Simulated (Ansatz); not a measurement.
## A strain series on NaF (rocksalt): epitaxial in the plane normal to [111]

Rocksalt NaF, relaxed with r2SCAN in the plane-wave code Ansatz, then strained (epitaxial in the plane normal to [111]; changes of length per length, axes as in the cell below) with the atoms relaxed again within the symmetry that is left. The symmetry is Fm-3m (No. 225, cubic); a = 4.594 Å in the conventional setting, 12.12 Å³ an atom. Na has 6 F at 2.30 Å; F has 6 Na at 2.30 Å. No spin polarisation and no zero-point or thermal motion.

```yaml
crystal:
  lattice:
    - [0.00000, 2.29717, 2.29717]
    - [2.29717, 0.00000, 2.29717]
    - [2.29717, 2.29717, 0.00000]
  atoms:
    - { symbol: Na, position: [0.00000, 0.00000, 0.00000] }
    - { symbol: F, position: [0.50000, 0.50000, 0.50000] }
```

Gaps are the least over each mesh (PBE 10×10×10, r2SCAN 10×10×10, HSE06 6×6×6 when unstrained) and the special points, which keep their unstrained names; stress is the change from the unstrained cell, compression positive.

```csv
strain (%),free normal strain (%),"gap, PBE (eV)","gap, r2SCAN (eV)","gap, HSE06 (eV)","edges, HSE06","in-plane stress, r2SCAN (GPa)","energy rise, r2SCAN (meV/atom)"
-2.0,+1.54,6.558,7.387,8.751,Γ,+2.14,3.2
0.0,0.00,6.456,7.282,8.635,Γ,0.00,0.0
+0.37,-0.30,6.420,7.244,8.596,Γ,-0.36,0.1
+3.17,-2.49,6.145,6.962,8.303,Γ,-2.85,7.2
```

Between zero and the nearest strains the slope of the HSE06 gap against strain is -0.058 eV per percent for negative and -0.105 for positive strain.

The meshes of the hybrids are coarse, so their gaps aren't converged to the digits shown.
